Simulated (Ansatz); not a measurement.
Varying the input for Si$_{2}$Ni

The reference input for Ansatz (plane-wave DFT with PAW):

```yaml
crystal:
  lattice:
    - [0.0, 2.6931550407, 2.6931550407]
    - [2.6931550407, 0.0, 2.6931550407]
    - [2.6931550407, 2.6931550407, 0.0]
  atoms:
    - { symbol: Si, position: [0.25, 0.25, 0.25] }
    - { symbol: Si, position: [0.75, 0.75, 0.75] }
    - { symbol: Ni, position: [0.0, 0.0, 0.0], spin: 2.0 }
basis:
  ecutwfc: 420
kpoints:
  mp_grid: { grid: [6, 6, 6] }
hamiltonian:
  xc: pbe
scf:
  occupations: { method: gaussian, width: 0.1 }
  lower_state_search: "off"
output:
  forces: true
  stress: true
  eigenvalues: true
  populations: true
magnetization:
  spin_polarized: true
```

Command:

```bash
ansatz run input.yaml --threads 1 --pin off --max-ram 1331MiB --backend cpu --events-out ev --progress --plain --runs-dir out
```

The run converges in 14 SCF iterations on 16 irreducible k-points: pressure 5.72 GPa, no gap, cell moment 0.00 μB. It warns that the starting moments were lost.

Settings here are deliberately varied, not converged. Each trial's input is given as a difference from the reference's; energies are extrapolated to zero smearing where there is one, and pressure is positive in compression.

**Question.** Trial 1 (atoms moved):

```diff
 crystal:
   atoms:
-    - { symbol: Si, position: [0.25, 0.25, 0.25] }
-    - { symbol: Si, position: [0.75, 0.75, 0.75] }
-    - { symbol: Ni, position: [0.0, 0.0, 0.0], spin: 2.0 }
+    - { symbol: Si, position: [0.1834351437, 0.2470682667, 0.2902288525] }
+    - { symbol: Si, position: [0.7866162041, 0.6631038361, 0.7107518086] }
+    - { symbol: Ni, position: [0.0147014818, -0.0953260361, -0.042015014] }
 kpoints:
-  mp_grid: { grid: [6, 6, 6] }
+  mp_grid: { grid: [2, 2, 2] }
 scf:
-  lower_state_search: "off"
+  max_iter: 30
+  convergence: { dr2_threshold: "1e-11 eV" }
 output:
-  populations: true
-magnetization:
-  spin_polarized: true
```

How does this run end?

**Answer.** The run converges in 10 SCF iterations on 8 irreducible k-points: energy 798 meV per atom above the reference, pressure 26.48 GPa, largest force 4.275 eV/Å, no gap.

**Question.** Trial 2:

```diff
 crystal:
   atoms:
-    - { symbol: Ni, position: [0.0, 0.0, 0.0], spin: 2.0 }
+    - { symbol: Ni, position: [0.0, 0.0, 0.0] }
+  symmetry: { detect: true }
 basis:
-  ecutwfc: 420
+  ecutrho_ratio: 3
 kpoints:
-  mp_grid: { grid: [6, 6, 6] }
+  mp_grid: { kspacing: 1.0 }
 scf:
-  occupations: { method: gaussian, width: 0.1 }
-  lower_state_search: "off"
+  occupations: { method: gaussian, width: 0.008 }
 output:
-  populations: true
-magnetization:
-  spin_polarized: true
```

How does this run end?

**Answer.** The run converges in 6 SCF iterations on 4 irreducible k-points: energy 100 meV per atom above the reference, pressure 2.97 GPa, no gap. It warns that the density cutoff lies under the recommended one.